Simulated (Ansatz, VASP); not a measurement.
One calculation of CoSi2, two programs

```
CELL_PARAMETERS angstrom
0.00000 2.65209 2.65209
2.65209 0.00000 2.65209
2.65209 2.65209 0.00000
ATOMIC_POSITIONS crystal
Co 0.00000 0.00000 0.00000
Si 0.25000 0.25000 0.25000
Si 0.75000 0.75000 0.75000
```

Alike in both runs: functional PBE; dispersion D3(BJ); k mesh 14 × 14 × 14; occupations gaussian, width 0.1 eV; no spin polarisation.

Ansatz relaxed the structure, and its values are those at the end. VASP's run is a single point on that final structure, the one shown.

```csv
,VASP,Ansatz
version,VASP 6.6.1,Ansatz 0.2.0
potentials or method,"VASP PAW PBE potentials, release 64 (Co, Si)","scalar-relativistic, plane waves, PAW"
plane-wave cutoff (eV),520,420
valence electrons in the cell,17,25
```

|  | VASP | Ansatz | Ansatz less VASP |
| --- | --- | --- | --- |
| gap on the k mesh at the Fermi level (eV) | none | none | - |
| pressure (GPa) | -0.2 | 0.0 | +0.16 |

A gap of «none» marks a metal or a gap that the smearing closes. The two sets of potentials don't hold the same shells in valence.

Caveats: pairwise dispersion overbinds metals, which lowers pressure and volume. Spin polarisation is off, so any magnetic state and its effect on volume and gap are missing.
